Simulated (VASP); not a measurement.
Wanted: the native input for a VASP 6.6.1 run.

* Task: single point
* Functional: PBE0
* Potentials or basis: VASP PAW PBE potentials, release 64 (Al, N)
* Cutoff: 520 eV
* k mesh: 6 × 6 × 4
* Occupations: gaussian, width 0.02 eV
* Spin: no spin polarisation
* Grid for exact exchange (PRECFOCK): Fast
* Exchange at q = 0: truncated
* Further INCAR settings: ALGO = Normal; EDIFF = 1e-06

AlN:

```
Al N
1.0
     3.11299    0.00000    0.00000
    -1.55650    2.69593    0.00000
     0.00000    0.00000    4.98203
Al N
2 2
Direct
  0.66667 0.33333 0.49900
  0.33333 0.66667 0.99900
  0.66667 0.33333 0.88100
  0.33333 0.66667 0.38100
```

The cell is a database's computed one.

The input as run:

POSCAR

```
AlN
1.0
    3.1129900000      0.0000000000      0.0000000000
   -1.5565000000      2.6959300000      0.0000000000
    0.0000000000      0.0000000000      4.9820300000
Al N
2 2
Direct
    0.6666700000      0.3333300000      0.4990000000
    0.3333300000      0.6666700000      0.9990000000
    0.6666700000      0.3333300000      0.8810000000
    0.3333300000      0.6666700000      0.3810000000
```

INCAR.step1

```
  PREC = Accurate
  ENCUT = 520
  EDIFF = 1E-5
  ISMEAR = 0
  SIGMA = 0.02
  LREAL = F
  LASPH = T
  NELM = 60
  ALGO = Normal
  ISIF = 2
  LWAVE = T
  LCHARG = F
  GGA = PE
```

INCAR.step2

```
  PREC = Accurate
  ENCUT = 520
  EDIFF = 1E-6
  ISMEAR = 0
  SIGMA = 0.02
  LREAL = F
  LASPH = T
  NELM = 60
  ALGO = Normal
  ISIF = 2
  LWAVE = F
  LCHARG = F
  GGA = PE
  LHFCALC = T
  AEXX = 0.25
  PRECFOCK = Fast
  HFRCUT = -1
  ISTART = 1
```

KPOINTS

```
regular mesh
0
Gamma
  6 6 4
```

Potentials or basis: VASP PAW PBE potentials, release 64 (Al, N).

Command:

```sh
$ cat potpaw_PBE.64/Al/POTCAR potpaw_PBE.64/N/POTCAR > POTCAR
$ cp INCAR.step1 INCAR
$ mpirun -np 1 vasp_std > vasp.out
$ cp INCAR.step2 INCAR
$ mpirun -np 1 vasp_std > vasp.out
```

Results of the run:

| Item | Value |
| --- | --- |
| Pressure | -1.8 GPa |
| Largest force | 0.006 eV/Å |
| Band gap on the k mesh | 6.27 eV, direct |

Caveat: the PAW data sets were made with another functional, which shifts forces and pressure a little.

Wall time 12 min on 1 thread of Intel(R) Xeon(R) Platinum 8488C (Sapphire Rapids) (shared host), peak memory 0.17 GiB.
